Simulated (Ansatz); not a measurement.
**Al under changes of volume**

One of the cells (16.603 Å³/atom); the others are scaled copies at fixed shape and fractional positions:

```xyz
1
Lattice="0.0000 2.0248 2.0248 2.0248 0.0000 2.0248 2.0248 2.0248 0.0000" Properties=species:S:1:pos:R:3 pbc="T T T"
Al    0.0000    0.0000    0.0000
```

| Item | Value |
| --- | --- |
| Program | Ansatz 0.2.0 |
| Functional | LDA |
| Potentials or basis | all-electron LAPW, scalar-relativistic |
| Cutoff | 131 eV (chosen from the basis error) |
| Basis error allowed | 0.001 eV/atom |
| k mesh | 11 × 11 × 11 |
| Occupations | fermi-dirac, width 0.05 eV |
| Spin | no spin polarisation |

```tsv
volume (Å³/atom)	energy over the lowest point (meV/atom)	pressure (GPa)
15.607	0.62	1.2
15.939	0.00	-0.6
16.271	2.94	-2.2
16.603	9.06	-3.6
16.935	18.00	-4.9
17.267	?	?
17.599	43.14	-7.1
```

Problem. What does the run at 17.267 Å³/atom give?

Solution. Energy over the lowest point 29.45 meV/atom; pressure -6.1 GPa.

Worked out: A Birch-Murnaghan fit of order 3 (a polynomial in V^(-2/3)) to the other rows has its minimum at 15.83 Å³/atom with B0 = V·E''(V) = 85 GPa and B' = 4.6. It gives 29.45 meV/atom at 17.267 Å³/atom, against the run's 29.45, and -dE/dV = -6.1 GPa, against -6.1.

Energies are extrapolated to zero smearing.
